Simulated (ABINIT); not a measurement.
# TiSi2 (Immm) in ABINIT: single point with PBEsol

Aim: the single point of TiSi2 with PBEsol.

Program: ABINIT 10.8.3 (patched build). These are calculated values, not measurements. Logs are shortened: lines on timing, memory, paths and dates and some standing lists are left out, and cuts for length are marked. The log counts tension as positive stress, the text compression.

## (1) Starting point

It takes space group Immm (No. 71, orthorhombic). The conventional cell has a = 2.946 Å, b = 3.424 Å, c = 8.424 Å, α = 90.00°, β = 90.00°, γ = 90.00°. Around Ti (site symmetry mmm) lie 10 Si at 2.67 to 2.78 Å and 2 Ti at 2.95 Å. Around Si (site symmetry mm2) lie 7 Si at 2.63 to 2.95 Å and 5 Ti at 2.67 to 2.78 Å.

The cell comes from a database or a generator and needn't be the stable form of this composition.

## (2) Single point, PBEsol

Contents of run.abi:

```
# Pseudopotentials
pp_dirpath "./"
pseudos "Ti.upf, Si.upf"

# Structure
acell 4.7793706975 4.7793706975 4.7793706975 Angstrom
rprim
    -0.3081727895     0.3582333551     0.8813049388
     0.3081727895    -0.3582333551     0.8813049388
     0.3081727895     0.3582333551    -0.8813049388
ntypat 2
znucl 22 14
natom 3
typat 1 2 2
xred
     0.0000000000     0.0000000000     0.0000000000
     0.6700780000     0.6700780000     0.0000000000
     0.3299220000     0.3299220000     0.0000000000
chkprim 0
chksymtnons 0
tolsym 1.0e-6

# Plane-wave basis
ecut 38.0

# k points
kptopt 1
ngkpt 9 9 9
nshiftk 1
shiftk 0.0 0.0 0.0

# Exchange and correlation
ixc -116133

# Bands and occupations
nband 14
occopt 3
tsmear 0.05 eV

# SCF cycle
nstep 100
tolvrs 1.0e-10

# Output
iomode 3
prtwf 0
prtden 0
prteig 0
prtebands 0
enunit 1
```

Potentials or basis: PseudoDojo NC SR PBEsol v0.4 stringent.

Launch:

```
$ abinit run.abi > log 2>&1
```

run.abo:

```text
.Version 10.8.3 of ABINIT
 Symmetries : space group Im m m (# 71); Bravais oI (body-center ortho.)
================================================================================
 Values of the parameters that define the memory need of the present run
     intxc =       0    ionmov =       0      iscf =       7    lmnmax =       6
     lnmax =       6     mgfft =      54  mpssoang =       3    mqgrid =    3001
     natom =       3  nloc_mem =       1    nspden =       1   nspinor =       1
    nsppol =       1      nsym =       8    n1xccc =    2501    ntypat =       2
    occopt =       3   xclevel =       2
       mpw =        3247          nfft =      157464          nkpt =         125
================================================================================
================================================================================

--------------------------------------------------------------------------------
------------- Echo of variables that govern the present computation ------------
--------------------------------------------------------------------------------
 -outvars: echo values of preprocessed input variables --------
            acell      9.0317016725E+00  9.0317016725E+00  9.0317016725E+00 Bohr
              amu      4.78800000E+01  2.80855000E+01
          chkprim           0
      chksymtnons           0
             ecut      3.80000000E+01 Hartree
           enunit           1
                       outvar_i_n : Printing only first  50 k-points.
              ixc     -116133
                       outvar_i_n : Printing only first  50 k-points.
         kptrlatt        9    0    0      0    9    0      0    0    9
          kptrlen      5.00998446E+01
            natom           3
            nband          14
            ngfft          54      54      54
             nkpt         125
            nstep         100
             nsym           8
           ntypat           2
                       prtocc : prtvol=0, do not print more k-points.
           occopt           3
           prtden           0
        prtebands           0
           prteig           0
            prtwf           0
            rprim     -3.0817278950E-01  3.5823335510E-01  8.8130493880E-01
                       3.0817278950E-01 -3.5823335510E-01  8.8130493880E-01
                       3.0817278950E-01  3.5823335510E-01 -8.8130493880E-01
          spgroup          71
           tolsym      1.00000000E-06
           tolvrs      1.00000000E-10
           tsmear      1.83746611E-03 Hartree
            typat      1  2  2
                       outvars : Printing only first  50 k-points.
           xangst      0.0000000000E+00  0.0000000000E+00  0.0000000000E+00
                      -6.2407327604E-17 -4.8374210322E-17  5.6448483050E+00
                       2.7095575888E-17  7.1330806411E-17  2.7793176951E+00
            xcart      0.0000000000E+00  0.0000000000E+00  0.0000000000E+00
                      -1.1793275742E-16 -9.1414009066E-17  1.0667217319E+01
                       5.1203217653E-17  1.3479568846E-16  5.2521492606E+00
             xred      0.0000000000E+00  0.0000000000E+00  0.0000000000E+00
                       6.7007800000E-01  6.7007800000E-01 -1.5691260205E-17
                       3.2992200000E-01  3.2992200000E-01  1.5982101910E-17
            znucl       22.00000   14.00000

================================================================================

 chkinp: Checking input parameters for consistency.

================================================================================
== DATASET  1 ==================================================================

--- !DatasetInfo
iteration_state: {dtset: 1, }
dimensions: {natom: 3, nkpt: 125, mband: 14, nsppol: 1, nspinor: 1, nspden: 1, mpw: 3247, }
cutoff_energies: {ecut:  38.0, pawecutdg:  -1.0, }
electrons: {nelect:   2.00000000E+01, charge:   0.00000000E+00, occopt:   3.00000000E+00, tsmear:   1.83746611E-03, }
meta: {optdriver: 0, ionmov: 0, optcell: 0, iscf: 7, paral_kgb: 0, }
...

 Real(R)+Recip(G) space primitive vectors, cartesian coordinates (Bohr,Bohr^-1):
 R(1)= -2.7833247  3.2354568  7.9596833  G(1)=  0.0000000  0.1545377  0.0628166
 R(2)=  2.7833247 -3.2354568  7.9596833  G(2)=  0.1796413  0.0000000  0.0628166
 R(3)=  2.7833247  3.2354568 -7.9596833  G(3)=  0.1796413  0.1545377  0.0000000
 Unit cell volume ucvol=  2.8671820E+02 bohr^3
 Angles (23,13,12)=  1.44101702E+02  1.38016520E+02  5.63996395E+01 degrees

 getcut: wavevector=  0.0000  0.0000  0.0000  ngfft=  54  54  54
         ecut(hartree)=     38.000   => boxcut(ratio)=   2.15468

--- Pseudopotential description ------------------------------------------------
- pspini: atom type   1  psp file is ./Ti.upf
12 -116133 2 -1 1586                          pspcod,pspxc,lmax,lloc,mmax
     nproj     2     2     2

- pspini: atom type   2  psp file is ./Si.upf
12 -116133 2 -1 1510                          pspcod,pspxc,lmax,lloc,mmax
     nproj     2     2     2

   6.09971500E+02                                ecore*ucvol(ha*bohr**3)
--------------------------------------------------------------------------------

================================================================================

--- !BeginCycle
iteration_state: {dtset: 1, }
solver: {iscf: 7, nstep: 100, nline: 4, wfoptalg: 0, }
tolerances: {tolvrs: 1.00E-10, }
...

     iter   Etot(hartree)      deltaE(h)  residm     vres2
 ETOT  1  -67.704119880790    -6.770E+01 1.109E-01 3.126E+02
 ETOT  2  -67.461585223737     2.425E-01 1.093E-01 5.219E+03
 ETOT  3  -67.796414608167    -3.348E-01 1.791E-02 3.229E+02
 ETOT  4  -67.818781485431    -2.237E-02 1.796E-02 1.611E+00
 ETOT  5  -67.818990028105    -2.085E-04 1.272E-02 1.830E-02
 ETOT  6  -67.818999316730    -9.289E-06 6.522E-03 2.225E-02
 ETOT  7  -67.819001426915    -2.110E-06 2.073E-03 2.599E-03
 ETOT  8  -67.819001632644    -2.057E-07 3.769E-03 1.160E-03
 ETOT  9  -67.819001719743    -8.710E-08 2.050E-03 1.213E-05
 ETOT 10  -67.819001722716    -2.973E-09 3.143E-03 6.763E-07
 ETOT 11  -67.819001723129    -4.129E-10 1.546E-03 1.018E-07
 ETOT 12  -67.819001723203    -7.392E-11 1.478E-03 3.899E-09
 ETOT 13  -67.819001723216    -1.320E-11 1.390E-03 4.400E-12

 At SCF step   13       vres2   =  4.40E-12 < tolvrs=  1.00E-10 =>converged.

 Cartesian components of stress tensor (hartree/bohr^3)
  sigma(1 1)=  1.14638520E-04  sigma(3 2)=  0.00000000E+00
  sigma(2 2)=  1.15789799E-04  sigma(3 1)=  0.00000000E+00
  sigma(3 3)=  1.55068615E-04  sigma(2 1)=  0.00000000E+00

--- !ResultsGS
iteration_state: {dtset: 1, }
comment   : Summary of ground state results
lattice_vectors:
- [ -2.7833247,   3.2354568,   7.9596833, ]
- [  2.7833247,  -3.2354568,   7.9596833, ]
- [  2.7833247,   3.2354568,  -7.9596833, ]
lattice_lengths: [   9.03170,    9.03170,    9.03170, ]
lattice_angles: [144.102, 138.017,  56.400, ] # degrees, (23, 13, 12)
lattice_volume:   2.8671820E+02
convergence: {deltae: -1.320E-11, res2:  4.400E-12, residm:  1.390E-03, diffor: null, }
etotal    :  -6.78190017E+01
entropy   :   0.00000000E+00
fermie    :   3.47634009E-01
cartesian_stress_tensor: # hartree/bohr^3
- [  1.14638520E-04,   0.00000000E+00,   0.00000000E+00, ]
- [  0.00000000E+00,   1.15789799E-04,   0.00000000E+00, ]
- [  0.00000000E+00,   0.00000000E+00,   1.55068615E-04, ]
pressure_GPa:  -3.7806E+00
xred      :
- [  0.0000E+00,   0.0000E+00,   0.0000E+00, Ti]
- [  6.7008E-01,   6.7008E-01,  -1.5691E-17, Si]
- [  3.2992E-01,   3.2992E-01,   1.5982E-17, Si]
cartesian_forces: # hartree/bohr
- [ -1.03875980E-19,  -1.70799047E-20,   7.22801448E-20, ]
- [ -9.76799967E-20,  -6.61751003E-20,  -1.17423783E-03, ]
- [  2.01555976E-19,   8.32550050E-20,   1.17423783E-03, ]
force_length_stats: {min:   1.27696365E-19, max:   1.17423783E-03, mean:   7.82825217E-04, }
...

 Integrated electronic density in atomic spheres:
 ------------------------------------------------
 Atom  Sphere_radius  Integrated_density
    1        2.00000          9.57335421
    2        2.00000          1.72441604
    3        2.00000          1.72441604
================================================================================

 ----iterations are completed or convergence reached----

 Mean square residual over all n,k,spin=   57.277E-07; max=  13.899E-04
 reduced coordinates (array xred) for    3 atoms
       0.000000000000      0.000000000000      0.000000000000
       0.670078000000      0.670078000000     -0.000000000000
       0.329922000000      0.329922000000      0.000000000000
 rms dE/dt=  7.6314E-03; max dE/dt=  9.3466E-03; dE/dt below (all hartree)
    1      -0.000000000000     -0.000000000000     -0.000000000000
    2       0.009346561201      0.009346561201     -0.009346561201
    3      -0.009346561201     -0.009346561201      0.009346561201

 cartesian coordinates (angstrom) at end:
    1      0.00000000000000     0.00000000000000     0.00000000000000
    2     -0.00000000000000    -0.00000000000000     5.64484830503210
    3      0.00000000000000     0.00000000000000     2.77931769509341

 cartesian forces (hartree/bohr) at end:
    1     -0.00000000000000    -0.00000000000000     0.00000000000000
    2     -0.00000000000000    -0.00000000000000    -0.00117423782594
    3      0.00000000000000     0.00000000000000     0.00117423782594
 frms,max,avg= 5.5354102E-04 1.1742378E-03   0.000E+00  0.000E+00  0.000E+00 h/b

 cartesian forces (eV/Angstrom) at end:
    1     -0.00000000000000    -0.00000000000000     0.00000000000000
    2     -0.00000000000000    -0.00000000000000    -0.06038173675987
    3      0.00000000000000     0.00000000000000     0.06038173675987
 frms,max,avg= 2.8464224E-02 6.0381737E-02   0.000E+00  0.000E+00  0.000E+00 e/A
 length scales=  9.031701672464  9.031701672464  9.031701672464 bohr
              =  4.779370697500  4.779370697500  4.779370697500 angstroms
 Fermi (or HOMO) energy (eV) =   9.45960   Average Vxc (eV)= -11.68872
 Eigenvalues (   eV  ) for nkpt= 125  k points:
 kpt#   1, nband= 14, wtk=  0.00137, kpt=  0.0000  0.0000  0.0000 (reduced coord)
 -46.55611  -22.99901  -22.97618  -22.72981   -3.10077    4.70663    5.32162    7.30916
   8.82813   10.21236   11.48870   11.86886   12.59135   13.30516
 prteigrs : prtvol=0 or 1, do not print more k-points.

--- !EnergyTerms
iteration_state     : {dtset: 1, }
comment             : Components of total free energy in Hartree
kinetic             :  2.67301460914865E+01
hartree             :  1.62592669202915E+01
xc                  : -1.18495025463515E+01
Ewald energy        : -4.87753052529747E+01
psp_core            :  2.12742514007286E+00
local_psp           : -5.39421199647690E+01
non_local_psp       :  1.63146334355177E+00
internal            : -6.78186262686925E+01
'-kT*entropy'       : -3.75454523324516E-04
total_energy        : -6.78190017232158E+01
total_energy_eV     : -1.84544905070728E+03
band_energy         : -6.15772711225457E+00
...

 Cartesian components of stress tensor (hartree/bohr^3)
  sigma(1 1)=  1.14638520E-04  sigma(3 2)=  0.00000000E+00
  sigma(2 2)=  1.15789799E-04  sigma(3 1)=  0.00000000E+00
  sigma(3 3)=  1.55068615E-04  sigma(2 1)=  0.00000000E+00

-Cartesian components of stress tensor (GPa)         [Pressure= -3.7806E+00 GPa]
- sigma(1 1)=  3.37278170E+00  sigma(3 2)=  0.00000000E+00
- sigma(2 2)=  3.40665352E+00  sigma(3 1)=  0.00000000E+00
- sigma(3 3)=  4.56227617E+00  sigma(2 1)=  0.00000000E+00

== END DATASET(S) ==============================================================
================================================================================

 -outvars: echo values of variables after computation  --------
            acell      9.0317016725E+00  9.0317016725E+00  9.0317016725E+00 Bohr
           etotal     -6.7819001723E+01
            fcart     -1.0387597951E-19 -1.7079904730E-20  7.2280144833E-20
                      -9.7679996745E-20 -6.6175100306E-20 -1.1742378259E-03
                       2.0155597625E-19  8.3255005036E-20  1.1742378259E-03
            rprim     -3.0817278950E-01  3.5823335510E-01  8.8130493880E-01
                       3.0817278950E-01 -3.5823335510E-01  8.8130493880E-01
                       3.0817278950E-01  3.5823335510E-01 -8.8130493880E-01
           strten      1.1463851992E-04  1.1578979949E-04  1.5506861529E-04
                       0.0000000000E+00  0.0000000000E+00  0.0000000000E+00
           xangst      0.0000000000E+00  0.0000000000E+00  0.0000000000E+00
                      -6.2407327604E-17 -4.8374210322E-17  5.6448483050E+00
                       2.7095575888E-17  7.1330806411E-17  2.7793176951E+00
             xred      0.0000000000E+00  0.0000000000E+00  0.0000000000E+00
                       6.7007800000E-01  6.7007800000E-01 -1.5691260205E-17
                       3.2992200000E-01  3.2992200000E-01  1.5982101910E-17
 Calculation completed.
```

Wall time 4.2 min (1 thread of Intel Xeon 6975P-C (Granite Rapids), shared host); peak memory 0.19 GiB.

Results:

```
Free energy                                           : -1845.4491 eV
Pressure                                              : -3.8 GPa
Largest force                                         : 0.060 eV/Å
Band gap on the k mesh                                : none (metal or under the smearing width)
Valence electrons inside the program's atomic spheres : Ti 9.57; Si 1.72
```

Forces on the atoms (eV/Å):
```
Ti   0.000  0.000  0.000
Si   0.000  0.000 -0.060
Si   0.000  0.000  0.060
```
